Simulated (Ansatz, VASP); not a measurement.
**KF: VASP beside Ansatz**

Contents of INCAR:

```
  PREC = Accurate
  ENCUT = 520
  EDIFF = 1E-6
  ISMEAR = 0
  SIGMA = 0.05
  LREAL = F
  LASPH = T
  NELM = 80
  ALGO = Normal
  ISIF = 2
  LWAVE = F
  LCHARG = F
  GGA = CA
  NBANDS = 15
```

The input KPOINTS:

```
regular mesh
0
Gamma
  8 8 8
```

File POSCAR:

```
KF
1.0
    0.0000000000      2.6735000000      2.5398250000
    2.6735000000      0.0000000000      2.5398250000
    2.6735000000      2.6735000000      0.0000000000
K F
1 1
Direct
    0.0000000000      0.0000000000      0.0000000000
    0.5000000000      0.5000000000      0.5000000000
```

Input for Ansatz:

```yaml
crystal:
  lattice:
    - [0.0, 2.6735, 2.539825]
    - [2.6735, 0.0, 2.539825]
    - [2.6735, 2.6735, 0.0]
  atoms:
    - { symbol: K, position: [0.0, 0.0, 0.0] }
    - { symbol: F, position: [0.5, 0.5, 0.5] }
basis:
  ecutwfc: 420
kpoints:
  mp_grid: { grid: [8, 8, 8] }
hamiltonian:
  xc: lda
scf:
  occupations: { method: gaussian, width: 0.05 }
output:
  forces: true
  stress: true
  eigenvalues: true
```

Change from the starting cell: strain +0.000 along x and y, -0.050 along z, atoms carried along.

Alike in both runs: task single point; functional LDA; k mesh 8 × 8 × 8; occupations gaussian, width 0.05 eV; no spin polarisation.

|  | VASP | Ansatz |
| --- | --- | --- |
| version | VASP 6.6.1 | Ansatz 0.2.0 |
| potentials or method | VASP PAW LDA potentials, release 64 (K_sv, F) | scalar-relativistic, plane waves, PAW |
| plane-wave cutoff (eV) | 520 | 420 |
| valence electrons in the cell | 16 | 16 |

Ansatz gave:

* gap on the k mesh at the Fermi level (eV): 5.97
* least direct gap on the mesh (eV): 5.97
* pressure (GPa): -1.8
* largest component of the traceless stress (GPa): 2.21

What did VASP give for the same quantities?

gap on the k mesh at the Fermi level (eV): 5.95; least direct gap on the mesh (eV): 5.95; pressure (GPa): -1.6; largest component of the traceless stress (GPa): 2.34.

A k mesh can miss the band edges.
